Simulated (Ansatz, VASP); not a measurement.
**Two plane-wave programs on AlN**

```
Al N
1.0
     0.00000    2.09555    1.97348
     2.09555    0.00000    1.97348
     2.09555    2.09555    0.00000
Al N
1 1
Cartesian
  2.0956 2.0956 1.9735
  0.0000 0.0000 0.0000
```

Change from the starting cell: strain +0.030 along x and y, -0.030 along z, atoms carried along.

Alike in both runs: task single point; functional PBE; k mesh 10 × 10 × 10; occupations gaussian, width 0.05 eV; no spin polarisation.

|  | VASP | Ansatz |
| --- | --- | --- |
| version | VASP 6.6.1 | Ansatz 0.2.0 |
| potentials or method | VASP PAW PBE potentials, release 64 (Al, N) | scalar-relativistic, plane waves, PAW |
| plane-wave cutoff (eV) | 520 | 420 |
| valence electrons in the cell | 8 | 8 |

Ansatz gave:

- gap on the k mesh at the Fermi level (eV): 3.76
- least direct gap on the mesh (eV): 4.80
- pressure (GPa): -5.0
- largest component of the traceless stress (GPa): 9.59

Question: Which values does VASP return?

Answer: gap on the k mesh at the Fermi level (eV): 3.74; least direct gap on the mesh (eV): 4.81; pressure (GPa): -5.2; largest component of the traceless stress (GPa): 9.55.

With one functional, cell and mesh, what is left measures potentials, basis and numerics.

A k mesh can miss the band edges.
